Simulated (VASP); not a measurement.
Write the native input for VASP 6.6.1 that does the following.

| Item | Value |
| --- | --- |
| Task | electrostatic potential |
| Functional | HSE06 |
| Potentials or basis | VASP PAW PBE potentials, release 64 (Sr_sv, O) |
| Cutoff | 520 eV |
| k mesh | 8 × 8 × 8 |
| Occupations | gaussian, width 0.02 eV |
| Spin | no spin polarisation |
| Grid for exact exchange (PRECFOCK) | Fast |
| Screening parameter | 0.2 1/A |
| Further INCAR settings | ALGO = Normal; EDIFF = 1e-07 |

SrO:

```
CELL_PARAMETERS angstrom
0.00000 2.57543 2.57543
2.57543 0.00000 2.57543
2.57543 2.57543 0.00000
ATOMIC_POSITIONS crystal
Sr 0.00000 0.00000 0.00000
O 0.50000 0.50000 0.50000
```

The cell was built by a generator and needn't be a form met in nature.

The input as run:

POSCAR

```
SrO                                     
1.0
    0.0000000000      2.5754250918      2.5754250918
    2.5754250918      0.0000000000      2.5754250918
    2.5754250918      2.5754250918      0.0000000000
  Sr              O             
     1     1
Direct
     0.0000000000000000    0.0000000000000000    0.0000000000000000
     0.5000000000000000    0.5000000000000000    0.5000000000000000
```

INCAR.step1

```
  PREC = Accurate
  ENCUT = 520
  EDIFF = 1E-5
  ISMEAR = 0
  SIGMA = 0.02
  LREAL = F
  LASPH = T
  NELM = 100
  ALGO = Normal
  ISIF = 2
  LWAVE = T
  GGA = PE
  KPAR = 4
```

INCAR.step2

```
  PREC = Accurate
  ENCUT = 520
  EDIFF = 1E-7
  ISMEAR = 0
  SIGMA = 0.02
  LREAL = F
  LASPH = T
  NELM = 100
  ALGO = Normal
  ISIF = 2
  LWAVE = F
  LCHARG = T
  GGA = PE
  LHFCALC = T
  HFSCREEN = 0.2
  PRECFOCK = Fast
  LVHAR = T
  ISTART = 1
  KPAR = 4
```

KPOINTS

```
regular mesh
0
Gamma
  8 8 8
```

Potentials or basis: VASP PAW PBE potentials, release 64 (Sr_sv, O).

The run is started by

```bash
$ cat potpaw_PBE.64/Sr_sv/POTCAR potpaw_PBE.64/O/POTCAR > POTCAR
$ cp INCAR.step1 INCAR
$ mpirun -np 4 vasp_std > vasp.out
$ cp INCAR.step2 INCAR
$ mpirun -np 4 vasp_std > vasp.out
```

It gave:

```yaml
Pressure: 0.7 GPa
Band_gap_on_the_k_mesh: 4.77 eV, indirect (least direct gap 4.87 eV)
```

Caveat: the PAW data sets were made with another functional, which shifts forces and pressure a little.

It took 7.4 min on 4 MPI ranks on Intel(R) Xeon(R) 6975P-C (Granite Rapids), on a shared host, peak memory 0.27 GiB a rank.
